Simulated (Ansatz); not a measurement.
The system is NaCl.

```xyz
2
Lattice="3.5022 0.0000 0.0000 0.0000 3.5022 0.0000 0.0000 0.0000 3.5022" Properties=species:S:1:pos:R:3 pbc="T T T"
Cl    1.7511    1.7511    1.7511
Na    0.0000    0.0000    0.0000
```

Measurements of this composition are mostly on another form, of space group No. 225.

* Program: Ansatz 0.2.0
* Task: relaxation of cell and atoms
* Functional: PBEsol
* Dispersion: D4
* Potentials or basis: all-electron LAPW, scalar-relativistic
* Basis error allowed: 0.001 eV/atom
* k mesh: 8 × 8 × 8
* Occupations: fermi-dirac, width 0.05 eV
* Spin: no spin polarisation

At the start: volume 21.48 Å³/atom.

Q: Where does the relaxation end?

A: Over 5 steps the energy falls by 7.4 meV/atom and the volume is 20.14 Å³/atom (-6.3 %); space group Pm-3m (No. 221, to 0.05 Å).

The path:
```csv
step,energy change (eV),largest force (eV/Å),volume (Å³)
1,0.0000,0.0000,42.96
2,-0.0121,0.0000,41.40
3,-0.0148,0.0000,40.12
4,-0.0149,0.0000,40.27
5,-0.0149,0.0000,40.27
```

Final structure:
```
Cl Na
1.0
     3.42764    0.00000    0.00000
     0.00000    3.42764    0.00000
     0.00000    0.00000    3.42764
Cl Na
1 1
Direct
  0.50000 0.50000 0.50000
  0.00000 0.00000 0.00000
```
